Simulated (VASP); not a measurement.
# Os (Fm-3m) in VASP: a series of runs, part 2 of 2

VASP 6.6.1.

### Step 3. Relaxation of cell and atoms, LDA

INCAR reads:

```
SYSTEM = Os
PREC = Accurate
ENCUT = 600
EDIFF = 1E-7
ISMEAR = 0
SIGMA = 0.1
LREAL = .FALSE.
LASPH = .TRUE.
NELM = 60
ALGO = Fast
ISIF = 3
LWAVE = .FALSE.
LCHARG = .FALSE.
GGA = CA
IBRION = 2
NSW = 90
EDIFFG = -0.005
```

KPOINTS reads:

```
regular mesh
0
G
  18 18 18
  0 0 0
```

POSCAR reads:

```
Os
1.0
    0.0000000000      1.9129311800      1.9129311800
    1.9129311800      0.0000000000      1.9129311800
    1.9129311800      1.9129311800      0.0000000000
Os
1
Direct
    0.0000000000      0.0000000000      0.0000000000
```

Potentials or basis: VASP PAW LDA potentials, release 64 (Os).

On the command line:

```
$ cat potpaw_LDA.64/Os/POTCAR > POTCAR
$ mpirun -np 1 vasp_std > vasp.out
```

OUTCAR:

```text
SYSTEM = Os
   PREC = Accurate
   ENCUT = 600
   EDIFF = 1E-7
   ISMEAR = 0
   LREAL = .FALSE.
   LASPH = .TRUE.
   NELM = 60
   ISIF = 3
   GGA = CA
   IBRION = 2
   NSW = 90
   EDIFFG = -0.005

 ion  position               nearest neighbor table
   1  0.000  0.000  0.000-

  LATTYP: Found a face centered cubic cell.
 ALAT       =     3.8258623600

  Lattice vectors:

 A1 = (   0.0000000000,   1.9129311800,   1.9129311800)
 A2 = (   1.9129311800,   0.0000000000,   1.9129311800)
 A3 = (   1.9129311800,   1.9129311800,   0.0000000000)

Analysis of symmetry for initial positions (statically):
=====================================================================
 Subroutine PRICEL returns:
 Original cell was already a primitive cell.

 Routine SETGRP: Setting up the symmetry group for a
 face centered cubic supercell.

[... 210 lines left out ...]
 Fermi energy:        10.6023146441

 k-point     1 :       0.0000    0.0000    0.0000
  band No.  band energies     occupation
      1      -0.8833      2.00000
      2       7.2151      2.00000
      3       7.2151      2.00000
      4       7.2151      2.00000
      5      10.7113      0.12335
      6      10.7113      0.12335
      7      24.8794      0.00000
      8      31.1840      0.00000
[... 322 lines left out ...]
--------------------------------------- Ionic step        4  -------------------------------------------

 number of electron       8.0000000 magnetization

 Free energy of the ion-electron system (eV)
  ---------------------------------------------------
  ext. energy  EPLUGINS =         0.00000000
  ---------------------------------------------------
  free energy    TOTEN  =       -12.51712605 eV

  energy without entropy =      -12.51299690  energy(sigma->0) =      -12.51506147

 E-fermi :   9.4595     XC(G=0): -14.2624

 val. band max:        9.4477943567   @ k =  -0.4444   0.4444   0.0556
 cond. band min:       9.4670587805   @ k =  -0.2778   0.2222   0.0000
 fundamental gap:      0.0192644238
 Fermi energy:         9.4594984853

 k-point     1 :       0.0000    0.0000    0.0000
  band No.  band energies     occupation
      1      -1.3838      2.00000
      2       6.4136      2.00000
      3       6.4136      2.00000
      4       6.4136      2.00000
      5       9.5443      0.23063
      6       9.5443      0.23063
      7      23.8187      0.00000
      8      29.6779      0.00000
[... 281 lines left out ...]
  FREE ENERGIE OF THE ION-ELECTRON SYSTEM (eV)
  ---------------------------------------------------
  free  energy   TOTEN  =       -12.5171260493 eV

  energy  without entropy=      -12.5129968992  energy(sigma->0) =      -12.51506147

 reached required accuracy - stopping structural energy minimisation
```

Wall time 34 s (1 thread of Intel Xeon 6975P-C (Granite Rapids), shared host); peak memory 0.16 GiB.

What came out:

- Free energy: -12.5171 eV
- Relaxed volume: 13.78 Å³/atom
- Relaxed cell: a = 2.691 Å, b = 2.691 Å, c = 2.691 Å, α = 60.00°, β = 60.00°, γ = 60.00°
- Space group after relaxing (to 0.05 Å): Fm-3m (No. 225)
- Energy gained by relaxing: 4.7 meV/atom
- Ionic steps: 4
- Pressure after relaxing: 0.0 GPa
- Band gap on the k mesh: none (metal or under the smearing width)

Step by step:
```
step  energy change (eV)  largest force (eV/Å)  pressure (GPa)  volume (Å³)
   1              0.0000                0.0000           -6.76        14.00
   2              0.0991                0.0000           37.65        12.84
   3             -0.0047                0.0000           -0.23        13.79
   4             -0.0047                0.0000           -0.04        13.78
```

Final structure:
```yaml
crystal:
  lattice:
    - [0.00000, 1.90299, 1.90299]
    - [1.90299, 0.00000, 1.90299]
    - [1.90299, 1.90299, 0.00000]
  atoms:
    - { symbol: Os, position: [0.00000, 0.00000, 0.00000] }
```

Levels at points of the mesh, in eV from the Fermi level:
```csv
k point,band 1,band 2,band 3,band 4,band 5,band 6,band 7,band 8
"(0.00, 0.00, 0.00)",-10.84,-3.05,-3.05,-3.05,0.08,0.08,14.36,20.22
"(0.50, 0.00, 0.00)",-7.77,-3.20,-3.20,-0.07,2.56,2.56,9.27,13.90
"(0.50, 0.50, 0.00)",-7.69,-6.99,2.53,2.55,3.27,3.27,12.48,12.48
```

### Step 4. Relaxation of cell and atoms, PBE

Changes to INCAR since step 3:

```diff
@@ -13,3 +13,3 @@
 LCHARG = .FALSE.
-GGA = CA
+GGA = PE
 IBRION = 2
```

KPOINTS is that of step 3.

POSCAR is that of step 3.

Potentials or basis: VASP PAW PBE potentials, release 64 (Os).

On the command line:

```
$ cat potpaw_PBE.64/Os/POTCAR > POTCAR
$ mpirun -np 1 vasp_std > vasp.out
```

It took 37 s on 1 thread of Intel Xeon 6975P-C (Granite Rapids), shared host; peak memory 0.17 GiB.

It converged, with:

* Free energy: -11.1160 eV
* Relaxed volume: 14.33 Å³/atom
* Relaxed cell: a = 2.727 Å, b = 2.727 Å, c = 2.727 Å, α = 60.00°, β = 60.00°, γ = 60.00°
* Space group after relaxing (to 0.05 Å): Fm-3m (No. 225)
* Energy gained by relaxing: 9.9 meV/atom
* Ionic steps: 4
* Pressure after relaxing: 0.0 GPa
* Band gap on the k mesh: none (metal or under the smearing width)

The path:
```
step  energy change (eV)  largest force (eV/Å)  pressure (GPa)  volume (Å³)
   1              0.0000                0.0000            9.89        14.00
   2              0.1492                0.0000          -30.88        15.82
   3             -0.0099                0.0000           -0.43        14.35
   4             -0.0099                0.0000           -0.01        14.33
```

Final structure:
```cif
data_structure
_symmetry_space_group_name_H-M 'P 1'
_symmetry_Int_Tables_number 1
_cell_length_a 2.7265
_cell_length_b 2.7265
_cell_length_c 2.7265
_cell_angle_alpha 60.000
_cell_angle_beta 60.000
_cell_angle_gamma 60.000
_cell_volume 14.33
loop_
_atom_site_label
_atom_site_type_symbol
_atom_site_fract_x
_atom_site_fract_y
_atom_site_fract_z
_atom_site_occupancy
Os1 Os 0.00000 0.00000 0.00000 1
```

Levels at points of the mesh, in eV from the Fermi level:
| k point | band 1 | band 2 | band 3 | band 4 | band 5 | band 6 | band 7 | band 8 |
| --- | --- | --- | --- | --- | --- | --- | --- | --- |
| (0.00, 0.00, 0.00) | -10.57 | -2.86 | -2.86 | -2.86 | 0.08 | 0.08 | 14.30 | 19.98 |
| (0.50, 0.00, 0.00) | -7.45 | -3.01 | -3.01 | -0.18 | 2.41 | 2.41 | 8.75 | 13.83 |
| (0.50, 0.50, 0.00) | -7.32 | -6.62 | 2.34 | 2.37 | 3.07 | 3.07 | 12.16 | 12.16 |

### Step 5. Relaxation of cell and atoms, PBE+D3(BJ)

Changes to INCAR since step 4:

```diff
@@ -14,2 +14,3 @@
 GGA = PE
+IVDW = 12
 IBRION = 2
```

KPOINTS is that of step 4.

POSCAR is that of step 4.

On the command line:

```
$ cat potpaw_PBE.64/Os/POTCAR > POTCAR
$ mpirun -np 1 vasp_std > vasp.out
```

It took 30 s on 1 thread of Intel Xeon 6975P-C (Granite Rapids), shared host; peak memory 0.18 GiB.

Results (log left out):

| Item | Value |
| --- | --- |
| Free energy | -11.7603 eV |
| Relaxed volume | 14.07 Å³/atom |
| Relaxed cell | a = 2.710 Å, b = 2.710 Å, c = 2.710 Å, α = 60.00°, β = 60.00°, γ = 60.00° |
| Space group after relaxing (to 0.05 Å) | Fm-3m (No. 225) |
| Energy gained by relaxing | 0.5 meV/atom |
| Ionic steps | 3 |
| Pressure after relaxing | 0.0 GPa |
| Band gap on the k mesh | none (metal or under the smearing width) |
| Dispersion energy per atom | -0.650 eV |

Step by step:
```csv
step,energy change (eV),largest force (eV/Å),pressure (GPa),volume (Å³)
1,0.0000,0.0000,2.18,14.00
2,0.0086,0.0000,-8.95,14.39
3,-0.0005,0.0000,0.00,14.07
```

Final structure:
```yaml
crystal:
  lattice:
    - [0.00000, 1.91621, 1.91621]
    - [1.91621, 0.00000, 1.91621]
    - [1.91621, 1.91621, 0.00000]
  atoms:
    - { symbol: Os, position: [0.00000, 0.00000, 0.00000] }
```

Levels at points of the mesh, in eV from the Fermi level:
```csv
k point,band 1,band 2,band 3,band 4,band 5,band 6,band 7,band 8
"(0.00, 0.00, 0.00)",-10.74,-2.94,-2.94,-2.94,0.09,0.09,14.29,20.08
"(0.50, 0.00, 0.00)",-7.62,-3.10,-3.10,-0.18,2.49,2.49,8.99,13.82
"(0.50, 0.50, 0.00)",-7.51,-6.80,2.39,2.44,3.17,3.17,12.29,12.29
```

Caveat: pairwise dispersion overbinds metals, which lowers pressure and volume. Spin-orbit coupling is left out, which matters for the levels of Os.

### Step 6. Relaxation of cell and atoms, PBEsol

Changes to INCAR since step 5:

```diff
@@ -2,3 +2,3 @@
 PREC = Accurate
-ENCUT = 600
+ENCUT = 300
 EDIFF = 1E-7
@@ -13,4 +13,3 @@
 LCHARG = .FALSE.
-GGA = PE
-IVDW = 12
+GGA = PS
 IBRION = 2
```

KPOINTS is that of step 5.

POSCAR is that of step 5.

Potentials or basis: VASP PAW PBE potentials, release 64 (Os).

On the command line:

```
$ cat potpaw_PBE.64/Os/POTCAR > POTCAR
$ mpirun -np 1 vasp_std > vasp.out
```

It took 10 s on 1 thread of Intel Xeon 6975P-C (Granite Rapids), shared host; peak memory 0.12 GiB.

The run converged. Its results:

* Free energy: -12.1009 eV
* Relaxed volume: 13.91 Å³/atom
* Relaxed cell: a = 2.699 Å, b = 2.699 Å, c = 2.699 Å, α = 60.00°, β = 60.00°, γ = 60.00°
* Space group after relaxing (to 0.05 Å): Fm-3m (No. 225)
* Energy gained by relaxing: 0.9 meV/atom
* Ionic steps: 3
* Pressure after relaxing: 0.0 GPa
* Band gap on the k mesh: none (metal or under the smearing width)

Step by step:
```tsv
step	energy change (eV)	largest force (eV/Å)	pressure (GPa)	volume (Å³)
1	0.0000	0.0000	-3.00	14.00
2	0.0184	0.0000	14.96	13.48
3	-0.0009	0.0000	-0.02	13.91
```

Final structure:
```yaml
crystal:
  lattice:
    - [0.00000, 1.90861, 1.90861]
    - [1.90861, 0.00000, 1.90861]
    - [1.90861, 1.90861, 0.00000]
  atoms:
    - { symbol: Os, position: [0.00000, 0.00000, 0.00000] }
```

Levels at points of the mesh, in eV from the Fermi level:
| k point | band 1 | band 2 | band 3 | band 4 | band 5 | band 6 | band 7 | band 8 |
| --- | --- | --- | --- | --- | --- | --- | --- | --- |
| (0.00, 0.00, 0.00) | -10.89 | -3.00 | -3.00 | -3.00 | 0.10 | 0.10 | 14.32 | 20.16 |
| (0.50, 0.00, 0.00) | -7.75 | -3.16 | -3.16 | -0.21 | 2.55 | 2.55 | 9.12 | 13.84 |
| (0.50, 0.50, 0.00) | -7.65 | -6.92 | 2.40 | 2.51 | 3.24 | 3.24 | 12.35 | 12.35 |

Caveat: the PAW data sets were made with another functional, which shifts forces and pressure a little. The run has no spin-orbit coupling, so splittings on Os are missing.

### Step 7. Summary

```tsv
level	potentials or basis	cutoff (eV)	gap on the mesh (eV)	pressure (GPa)	relaxed volume (Å³/atom)
PBEsol	VASP PAW PBE potentials, release 64 (Os)	600	none	0.0	13.96
LDA	VASP PAW LDA potentials, release 64 (Os)	600	none	0.0	13.78
PBE	VASP PAW PBE potentials, release 64 (Os)	600	none	0.0	14.33
PBE+D3(BJ)	VASP PAW PBE potentials, release 64 (Os)	600	none	0.0	14.07
PBEsol	VASP PAW PBE potentials, release 64 (Os)	300	none	0.0	13.91
```

Alike in all rows: task relaxation of cell and atoms; no spin polarisation; cell relaxed; k mesh 18 × 18 × 18; smearing gaussian 0.1 eV.

Caveats: the PAW data sets were made with another functional, which shifts forces and pressure a little (some runs); pairwise dispersion overbinds metals, which lowers pressure and volume (some runs).

Absolute energies hang on the potentials; compare differences alone.
